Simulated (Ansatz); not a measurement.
# TaN: the cost of one run

Program: Ansatz 0.2.0. Level of theory: DFT PBE, scalar-relativistic, plane waves, PAW. These are calculated values, not measurements.

3 further runs of the same task are left out: 3 set aside as unsound or not needed.

### Step 1. The starting structure

Symmetry: Fm-3m, No. 225, cubic system. The conventional cell has a = 4.416 Å, b = 4.416 Å, c = 4.416 Å, α = 90.00°, β = 90.00°, γ = 90.00°. Ta (site symmetry m-3m) is surrounded by 6 N at 2.21 Å. N (site symmetry m-3m) has 6 Ta at 2.21 Å as nearest neighbours.

Structure file:

```
CELL_PARAMETERS angstrom
0.00000 2.20811 2.20811
2.20811 0.00000 2.20811
2.20811 2.20811 0.00000
ATOMIC_POSITIONS crystal
Ta 0.50000 0.50000 0.50000
N 0.00000 0.00000 0.00000
```

This cell was relaxed beforehand with the same method: volume 10.77 Å³/atom, gap on the mesh none (metal).

### Step 2. The scan

The energy is mapped over two homogeneous strains (x along [1 0 0], y along [0 1 0], z along [0 0 1] of the conventional cell).

The axes are (1) engineering shear strain xz: 7 values from −30 to 30 %; (2) normal strain along z: 7 values from −4.00 %.

Nothing else is relaxed (symmetry fixes all fractional coordinates). Energies count from the relaxed crystal. Points are written as (first, second).

### Step 3. Point (−30 %, −4.00 %)

Input file input.yaml:

```yaml
crystal:
  lattice:
    - [-0.3312168385, 2.208112257, 2.1197877667]
    - [1.8768954184, 0.0, 1.7885709282]
    - [2.208112257, 2.208112257, -0.3312168385]
  atoms:
    - { symbol: Ta, position: [0.5, 0.5, 0.5] }
    - { symbol: "N", position: [0.0, 0.0, 0.0] }
basis:
  ecutwfc: 520.0
kpoints:
  mp_grid: { grid: [18, 18, 18] }
hamiltonian:
  xc: pbe
  pseudopotentials: { kind: paw, azcp: { folder: soft_1 } }
scf:
  occupations: { method: gaussian, width: 0.15 }
output:
  forces: true
  stress: true
  eigenvalues: true
```

Run with:

```console
$ ansatz run input.yaml --threads 1 --pin off --max-ram 2048MiB --backend cpu --events-out ev --progress --plain --runs-dir out
```

What time and memory should one allow on 1 thread of Arm Neoverse N1, shared host?

About 45 s, with a peak of 0.74 GiB.
